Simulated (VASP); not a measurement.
# Ru (P6_3/mmc) in VASP: settings compared, part 2 of 2

VASP 6.6.1.

## (4) Band structure, PBE+D3(BJ)

This run uses another cell than the first one, of 13.44 Å³/atom, 0.963 times its volume.

Input file INCAR:

```
SYSTEM = Ru
PREC = Accurate
ENCUT = 520
EDIFF = 1E-6
ISMEAR = 1
SIGMA = 0.1
LREAL = .False.
LASPH = .True.
NELM = 80
ALGO = Fast
ISIF = 2
LWAVE = .False.
LCHARG = .False.
LMAXMIX = 4
GGA = PE
IVDW = 12
NBANDS = 21
ICORELEVEL = 1
```

Input file KPOINTS:

```
regular mesh
0
Gamma
  15 15 9
  0 0 0
```

Input file POSCAR:

```
Ru                                      
1.0
    2.6957387350     -0.0000000000      0.0000000000
   -1.3478693676      2.3345782289     -0.0000000000
   -0.0000000000      0.0000000000      4.2699142588
  Ru            
     2
Direct
     0.3333333300000021    0.6666666699999979    0.2500000000000000
     0.6666666699999979    0.3333333300000021    0.7500000000000000
```

Input file KPOINTS_OPT:

```
explicit points
96
Reciprocal
 0.0000000000  0.0000000000  0.0000000000 1
 0.0555555556  0.0000000000  0.0000000000 1
 0.1111111111  0.0000000000  0.0000000000 1
 0.1666666667  0.0000000000  0.0000000000 1
 0.2222222222  0.0000000000  0.0000000000 1
 0.2777777778  0.0000000000  0.0000000000 1
 0.3333333333  0.0000000000  0.0000000000 1
 0.3888888889  0.0000000000  0.0000000000 1
 0.4444444444  0.0000000000  0.0000000000 1
 0.5000000000  0.0000000000  0.0000000000 1
 0.5000000000  0.0000000000  0.0000000000 1
 0.4814814815  0.0370370370  0.0000000000 1
 0.4629629630  0.0740740741  0.0000000000 1
 0.4444444444  0.1111111111  0.0000000000 1
 0.4259259259  0.1481481481  0.0000000000 1
 0.4074074074  0.1851851852  0.0000000000 1
 0.3888888889  0.2222222222  0.0000000000 1
 0.3703703703  0.2592592592  0.0000000000 1
 0.3518518518  0.2962962963  0.0000000000 1
 0.3333333333  0.3333333333  0.0000000000 1
 0.3333333333  0.3333333333  0.0000000000 1
 0.2962962963  0.2962962963  0.0000000000 1
 0.2592592592  0.2592592592  0.0000000000 1
 0.2222222222  0.2222222222  0.0000000000 1
 0.1851851852  0.1851851852  0.0000000000 1
 0.1481481481  0.1481481481  0.0000000000 1
 0.1111111111  0.1111111111  0.0000000000 1
 0.0740740741  0.0740740741  0.0000000000 1
 0.0370370370  0.0370370370  0.0000000000 1
 0.0000000000  0.0000000000  0.0000000000 1
 0.0000000000  0.0000000000  0.0000000000 1
 0.0000000000  0.0000000000  0.0555555556 1
 0.0000000000  0.0000000000  0.1111111111 1
 0.0000000000  0.0000000000  0.1666666667 1
 0.0000000000  0.0000000000  0.2222222222 1
 0.0000000000  0.0000000000  0.2777777778 1
 0.0000000000  0.0000000000  0.3333333333 1
 0.0000000000  0.0000000000  0.3888888889 1
 0.0000000000  0.0000000000  0.4444444444 1
 0.0000000000  0.0000000000  0.5000000000 1
 0.0000000000  0.0000000000  0.5000000000 1
 0.0555555556  0.0000000000  0.5000000000 1
 0.1111111111  0.0000000000  0.5000000000 1
 0.1666666667  0.0000000000  0.5000000000 1
 0.2222222222  0.0000000000  0.5000000000 1
 0.2777777778  0.0000000000  0.5000000000 1
 0.3333333333  0.0000000000  0.5000000000 1
 0.3888888889  0.0000000000  0.5000000000 1
 0.4444444444  0.0000000000  0.5000000000 1
 0.5000000000  0.0000000000  0.5000000000 1
 0.5000000000  0.0000000000  0.5000000000 1
 0.4814814815  0.0370370370  0.5000000000 1
 0.4629629630  0.0740740741  0.5000000000 1
 0.4444444444  0.1111111111  0.5000000000 1
 0.4259259259  0.1481481481  0.5000000000 1
 0.4074074074  0.1851851852  0.5000000000 1
 0.3888888889  0.2222222222  0.5000000000 1
 0.3703703703  0.2592592592  0.5000000000 1
 0.3518518518  0.2962962963  0.5000000000 1
 0.3333333333  0.3333333333  0.5000000000 1
 0.3333333333  0.3333333333  0.5000000000 1
 0.2962962963  0.2962962963  0.5000000000 1
 0.2592592592  0.2592592592  0.5000000000 1
 0.2222222222  0.2222222222  0.5000000000 1
 0.1851851852  0.1851851852  0.5000000000 1
 0.1481481481  0.1481481481  0.5000000000 1
 0.1111111111  0.1111111111  0.5000000000 1
 0.0740740741  0.0740740741  0.5000000000 1
 0.0370370370  0.0370370370  0.5000000000 1
 0.0000000000  0.0000000000  0.5000000000 1
 0.5000000000  0.0000000000  0.5000000000 1
 0.5000000000  0.0000000000  0.4444444444 1
 0.5000000000  0.0000000000  0.3888888889 1
 0.5000000000  0.0000000000  0.3333333333 1
 0.5000000000  0.0000000000  0.2777777778 1
 0.5000000000  0.0000000000  0.2222222222 1
 0.5000000000  0.0000000000  0.1666666667 1
 0.5000000000  0.0000000000  0.1111111111 1
 0.5000000000  0.0000000000  0.0555555556 1
 0.5000000000  0.0000000000  0.0000000000 1
 0.3333333333  0.3333333333  0.0000000000 1
 0.3333333333  0.3333333333  0.0555555556 1
 0.3333333333  0.3333333333  0.1111111111 1
 0.3333333333  0.3333333333  0.1666666667 1
 0.3333333333  0.3333333333  0.2222222222 1
 0.3333333333  0.3333333333  0.2777777778 1
 0.3333333333  0.3333333333  0.3333333333 1
 0.3333333333  0.3333333333  0.3888888889 1
 0.3333333333  0.3333333333  0.4444444444 1
 0.3333333333  0.3333333333  0.5000000000 1
 0.0000000000  0.0000000000  0.0000000000 1
 0.0000000000  0.0000000000  0.5000000000 1
 0.3333333333  0.3333333333  0.5000000000 1
 0.3333333333  0.3333333333  0.0000000000 1
 0.5000000000  0.0000000000  0.5000000000 1
 0.5000000000  0.0000000000  0.0000000000 1
```

Command:

```console
cat potpaw_PBE.64/Ru_pv/POTCAR > POTCAR
mpirun -np 1 vasp_std > vasp.out
```

Wall time 31 s (1 thread of Intel Xeon 6975P-C (Granite Rapids), shared host); peak memory 0.23 GiB.

It converged, with:

- Free energy: -19.7184 eV
- Pressure: 0.0 GPa
- Band gap along the path: none (metal or under the smearing width)
- Dispersion energy per atom: -0.631 eV

Levels at the corners of the path, in eV from the Fermi level:
```
point  band 11  band 12  band 13  band 14  band 15  band 16  band 17  band 18
    Γ    -2.44    -1.93    -1.93    -1.38    -1.38     1.22     1.22     1.32
    M    -2.09    -1.78    -1.52     1.48     1.90     1.97     4.15     6.23
    M    -2.09    -1.78    -1.52     1.48     1.90     1.97     4.15     6.23
    K    -2.86    -2.86    -1.08     1.04     1.04     1.48     7.12     7.35
    K    -2.86    -2.86    -1.08     1.04     1.04     1.48     7.12     7.35
    Γ    -2.44    -1.93    -1.93    -1.38    -1.38     1.22     1.22     1.32
    Γ    -2.44    -1.93    -1.93    -1.38    -1.38     1.22     1.22     1.32
    A    -2.78    -2.78    -2.72    -2.72     0.57     0.57     0.57     0.57
    A    -2.78    -2.78    -2.72    -2.72     0.57     0.57     0.57     0.57
    L    -1.05    -1.05     0.48     0.48     1.73     1.73     3.46     3.46
    L    -1.05    -1.05     0.48     0.48     1.73     1.73     3.46     3.46
    H    -2.73    -2.73    -1.19    -1.19     1.27     1.27     8.56     8.56
    H    -2.73    -2.73    -1.19    -1.19     1.27     1.27     8.56     8.56
    A    -2.78    -2.78    -2.72    -2.72     0.57     0.57     0.57     0.57
    L    -1.05    -1.05     0.48     0.48     1.73     1.73     3.46     3.46
    M    -2.09    -1.78    -1.52     1.48     1.90     1.97     4.15     6.23
    K    -2.86    -2.86    -1.08     1.04     1.04     1.48     7.12     7.35
    H    -2.73    -2.73    -1.19    -1.19     1.27     1.27     8.56     8.56
```

Core levels (eV, on the scale of the bands):
| atom | levels |
| --- | --- |
| 1 Ru | 1s -21917.2, 2s -3137.6, 2p -2808.1, 3s -539.3, 3p -431.1, 3d -257.1, 4s -60.0 |
| 2 Ru | 1s -21917.2, 2s -3137.6, 2p -2808.1, 3s -539.3, 3p -431.1, 3d -257.1, 4s -60.0 |

Caveat: pairwise dispersion overbinds metals, which lowers pressure and volume.

## (5) Band structure, r2SCAN+rVV10

This run uses another cell than the first one, of 13.46 Å³/atom, 0.965 times its volume.

Input file INCAR:

```
ALGO = Normal
BPARAM = 11.95
CPARAM = 0.0093
EDIFF = 1E-6
ENCUT = 520
ICORELEVEL = 1
ISIF = 2
ISMEAR = 1
IVDW_NL = 2
LASPH = True
LCHARG = False
LMAXMIX = 4
LMIXTAU = True
LREAL = False
LUSE_VDW = True
LWAVE = False
METAGGA = R2SCAN
NBANDS = 21
NELM = 80
PREC = Accurate
SIGMA = 0.1
```

Input file KPOINTS:

```
k-points
0
Gamma
  15 15 9
```

Input file POSCAR:

```
Ru                                      
1.0
    2.6987530070      0.0000000000      0.0000000000
   -1.3493765035      2.3371886650      0.0000000000
    0.0000000000      0.0000000000      4.2693286947
  Ru            
     2
Direct
     0.3333333300000021    0.6666666699999979    0.2500000000000000
     0.6666666699999979    0.3333333300000021    0.7500000000000000
```

KPOINTS_OPT is that of step 4.

Potentials or basis: VASP PAW PBE potentials, release 64 (Ru_pv).

Command:

```console
cat potpaw_PBE.64/Ru_pv/POTCAR > POTCAR
mpirun -np 1 vasp_std > vasp.out
```

OUTCAR:

```text
BPARAM = 11.95
   EDIFF = 1E-6
   ENCUT = 520
   ISIF = 2
   ISMEAR = 1
   IVDW_NL = 2
   LASPH = True
   LREAL = False
   METAGGA = R2SCAN
   NELM = 80
   PREC = Accurate

 ion  position               nearest neighbor table
   1  0.333  0.667  0.250-   2 2.64   2 2.64   2 2.64   2 2.64   2 2.64   2 2.64
   2  0.667  0.333  0.750-   1 2.64   1 2.64   1 2.64   1 2.64   1 2.64   1 2.64

  LATTYP: Found a hexagonal cell.
 ALAT       =     2.6987530070
 C/A-ratio  =     1.5819634785

  Lattice vectors:

[... 485 lines left out ...]
------------------------ aborting loop because EDIFF is reached ----------------------------------------

  FORCE on cell =-STRESS in cart. coord.  units (eV):
  Direction    XX          YY          ZZ          XY          YZ          ZX
  --------------------------------------------------------------------------------------
  -------------------------------------------------------------------------------------
  Total       -0.0045109     -0.0045109     -0.0095881      0.0000000      0.0000000      0.0000000
  in kB       -0.2683846     -0.2683846     -0.5704634      0.0000000      0.0000000      0.0000000
  external PRESSURE =      -0.3690775 kB  Pullay stress =       0.0000000 kB

 VOLUME and BASIS-vectors are now :
 -----------------------------------------------------------------------------
  energy-cutoff  :      520.00
  volume of cell :       26.93
      direct lattice vectors                 reciprocal lattice vectors
     2.698753007  0.000000000  0.000000000     0.370541505  0.213932237  0.000000000
    -1.349376504  2.337188665  0.000000000     0.000000000  0.427864475  0.000000000
     0.000000000  0.000000000  4.269328695     0.000000000  0.000000000  0.234228862

 POSITION                                       TOTAL-FORCE (eV/Angst)
 -----------------------------------------------------------------------------------
     -0.00000      1.55813      1.06733        -0.000000     -0.000000      0.000000
      1.34938      0.77906      3.20200         0.000000      0.000000      0.000000
 -----------------------------------------------------------------------------------
    total drift:                               -0.000004      0.000003     -0.000000

  FREE ENERGIE OF THE ION-ELECTRON SYSTEM (eV)
  ---------------------------------------------------
  free  energy   TOTEN  =       -50.3856399411 eV

  energy  without entropy=      -50.3841845952  energy(sigma->0) =      -50.38515483
```

OSZICAR:

```text
N       E                     dE             d eps       ncg     rms          rms(c)
DAV:   1     0.256371324748E+03    0.25637E+03   -0.17883E+04  5694   0.153E+03
DAV:   2    -0.549059297191E+02   -0.31128E+03   -0.30204E+03  5815   0.458E+02
DAV:   3    -0.610269865296E+02   -0.61211E+01   -0.60736E+01  6795   0.723E+01
[... 18 lines left out ...]
   1 F= -.50385640E+02 E0= -.50385155E+02  d E =-.145535E-02
       N       E                     dE             ncg
DAV:   1     0.106816271423E+05   -0.84631E+05     4040
DAV:   2    -0.192084016018E+05   -0.29890E+05     4150
DAV:   3    -0.197726333777E+05   -0.56423E+03     4932
DAV:   4    -0.197772185516E+05   -0.45852E+01     4758
DAV:   5    -0.197772506353E+05   -0.32084E-01     4330
DAV:   6    -0.197772509210E+05   -0.28570E-03     4354
DAV:   7    -0.197772509243E+05   -0.33189E-05     3048
DAV:   8    -0.197772509247E+05   -0.37955E-06     2906
```

stdout:

```text
POSCAR found type information on POSCAR Ru
 POSCAR found :  1 types and       2 ions
 scaLAPACK will be used
 -----------------------------------------------------------------------------
|                                                                             |
|                                                                             |
[... 28 lines left out ...]
Total rVV10 correction in eV:      0.4786851    29.2853641
Total rVV10 correction in eV:      0.4804805    29.2853641
Total rVV10 correction in eV:      0.4767146    29.2853641
Total rVV10 correction in eV:      0.4753637    29.2853641
[... 11 lines left out ...]
Total rVV10 correction in eV:      0.4736268    29.2853641
Total rVV10 correction in eV:      0.4736273    29.2853641
 Start KPOINTS_OPT (optional k-point list driver)
k-point batch [1-96\96]
```

Wall time 2.9 min (1 thread of Intel Xeon 6975P-C (Granite Rapids), shared host); peak memory 0.25 GiB.

What came out:

- Free energy: -50.3856 eV
- Pressure: 0.0 GPa
- Band gap along the path: none (metal or under the smearing width)

Levels at the corners of the path, in eV from the Fermi level:
```
point  band 10  band 11  band 12  band 13  band 14  band 15  band 16  band 17  band 18  band 19
    Γ    -2.72    -2.53    -2.00    -2.00    -1.46    -1.46     1.27     1.27     1.36     8.41
    M    -3.17    -2.18    -1.88    -1.58     1.52     1.96     2.04     4.30     6.49     8.41
    M    -3.17    -2.18    -1.88    -1.58     1.52     1.96     2.04     4.30     6.49     8.41
    K    -3.97    -2.99    -2.99    -1.12     1.09     1.09     1.54     7.38     7.70     7.70
    K    -3.97    -2.99    -2.99    -1.12     1.09     1.09     1.54     7.38     7.70     7.70
    Γ    -2.72    -2.53    -2.00    -2.00    -1.46    -1.46     1.27     1.27     1.36     8.41
    Γ    -2.72    -2.53    -2.00    -2.00    -1.46    -1.46     1.27     1.27     1.36     8.41
    A    -2.90    -2.90    -2.90    -2.84    -2.84     0.59     0.59     0.59     0.59     8.41
    A    -2.90    -2.90    -2.90    -2.84    -2.84     0.59     0.59     0.59     0.59     8.41
    L    -4.78    -1.10    -1.10     0.49     0.49     1.79     1.79     3.58     3.58     8.41
    L    -4.78    -1.10    -1.10     0.49     0.49     1.79     1.79     3.58     3.58     8.41
    H    -4.33    -2.87    -2.87    -1.24    -1.24     1.32     1.32     8.41     8.41     8.90
    H    -4.33    -2.87    -2.87    -1.24    -1.24     1.32     1.32     8.41     8.41     8.90
    A    -2.90    -2.90    -2.90    -2.84    -2.84     0.59     0.59     0.59     0.59     8.41
    L    -4.78    -1.10    -1.10     0.49     0.49     1.79     1.79     3.58     3.58     8.41
    M    -3.17    -2.18    -1.88    -1.58     1.52     1.96     2.04     4.30     6.49     8.41
    K    -3.97    -2.99    -2.99    -1.12     1.09     1.09     1.54     7.38     7.70     7.70
    H    -4.33    -2.87    -2.87    -1.24    -1.24     1.32     1.32     8.41     8.41     8.90
```

Core levels (eV, on the scale of the bands):
| atom | levels |
| --- | --- |
| 1 Ru | 1s -22019.4, 2s -3174.5, 2p -2847.2, 3s -556.1, 3p -447.2, 3d -271.9, 4s -65.7 |
| 2 Ru | 1s -22019.4, 2s -3174.5, 2p -2847.2, 3s -556.1, 3p -447.2, 3d -271.9, 4s -65.7 |

Caveat: the PAW data sets were made with another functional, which shifts forces and pressure a little; pairwise dispersion overbinds metals, which lowers pressure and volume.

## (6) Summary

```tsv
level	cell	pressure (GPa)
RPBE	P6_3/mmc, 13.95 Å³/atom	0.1
PBE	P6_3/mmc, 13.76 Å³/atom	0.0
PBE+D3(BJ)	P6_3/mmc, 13.44 Å³/atom	0.0
r2SCAN+rVV10	P6_3/mmc, 13.46 Å³/atom	0.0
```

Alike in all rows: task band structure; potentials or basis VASP PAW PBE potentials, release 64 (Ru_pv); no spin polarisation; k mesh 15 × 15 × 9; cutoff (eV) 520; smearing methfessel-paxton 0.1 eV.

Caveats: the PAW data sets were made with another functional, which shifts forces and pressure a little (some runs); pairwise dispersion overbinds metals, which lowers pressure and volume (some runs).

Total energies depend on the potentials used, so only differences within one code and one set of settings carry meaning.
